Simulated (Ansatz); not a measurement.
## BN under changes of volume

One of the cells (8.967 Å³/atom); the others are scaled copies at fixed shape and fractional positions:

```
N B
1.0
     2.49824    0.00000    0.00000
    -1.24912    2.16354    0.00000
     0.00000    0.00000    6.63570
N B
2 2
Direct
  0.66667 0.33333 0.25000
  0.33333 0.66667 0.75000
  0.66667 0.33333 0.75000
  0.33333 0.66667 0.25000
```

```yaml
Program: Ansatz 0.2.0
Functional: r2SCAN
Potentials_or_basis: Ansatz PAW
Cutoff: "500 eV (not typed: the program's choice for these potentials)"
k_mesh: 12 × 12 × 4
Occupations: fermi-dirac, width 0.05 eV
Spin: no spin polarisation
```

```csv
volume (Å³/atom),energy over the lowest point (meV/atom),pressure (GPa),gap on the mesh (eV)
8.429,31.82,18.6,4.92
8.608,14.60,12.3,4.89
8.787,4.19,6.4,4.87
8.967,0.00,1.1,4.85
9.146,1.49,-3.7,4.82
9.325,?,?,?
9.505,19.59,-12.2,4.77
```

Task: What does the run at 9.325 Å³/atom give?

Result: Energy over the lowest point 8.17 meV/atom; pressure -8.1 GPa; gap on the mesh 4.80 eV.

Worked out: A Birch-Murnaghan fit of order 3 (a polynomial in V^(-2/3)) to the other rows has its minimum at 9.01 Å³/atom with B0 = V·E''(V) = 249 GPa and B' = 3.6 at fixed shape and positions, which overstates the stiffness. It gives 8.15 meV/atom at 9.325 Å³/atom, against the run's 8.17, and -dE/dV = -8.1 GPa, against -8.1. A straight line through the other rows of the gap, of slope -1.23 eV per unit of ln V, gives 4.80 eV, against the run's 4.80.

Energies are extrapolated to zero smearing.

Caveats: the PAW data sets come from PBE, with cores solved anew for the run's functional, which leaves a small shift of forces and pressure.

A mesh can miss the band edges.
